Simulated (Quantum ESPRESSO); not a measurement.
# WS2: dielectric tensor and Born charges under several settings

```xyz
3
Lattice="3.1835 0.0000 0.0000 -1.5918 2.7570 0.0000 0.0000 0.0000 16.9506" Properties=species:S:1:pos:R:3 pbc="T T T"
W     0.0000    0.0000    0.0000
S     0.0000    1.8380    1.5595
S     0.0000    1.8380   15.3911
```

All runs used Quantum ESPRESSO 7.5; k mesh 8 × 8 × 2, shifted; given cell; cutoff 1007 eV; occupations smeared at first, fixed for the response.

| level | potentials | spin | ε∞ (diagonal) | Born charge of atom 1 (e) |
| --- | --- | --- | --- | --- |
| PBE | PseudoDojo 0.4 FR PBE standard | spin-orbit coupling, no magnetisation | ? | ? |
| PBE | PseudoDojo 0.4.1 SR PBE standard | no spin polarisation | 5.62, 5.62, 1.43 | -0.37 |

Q: What stands in the row left open?

A: ε∞ 5.66, 5.66, 1.43; Born charge of atom 1 -0.35 e.
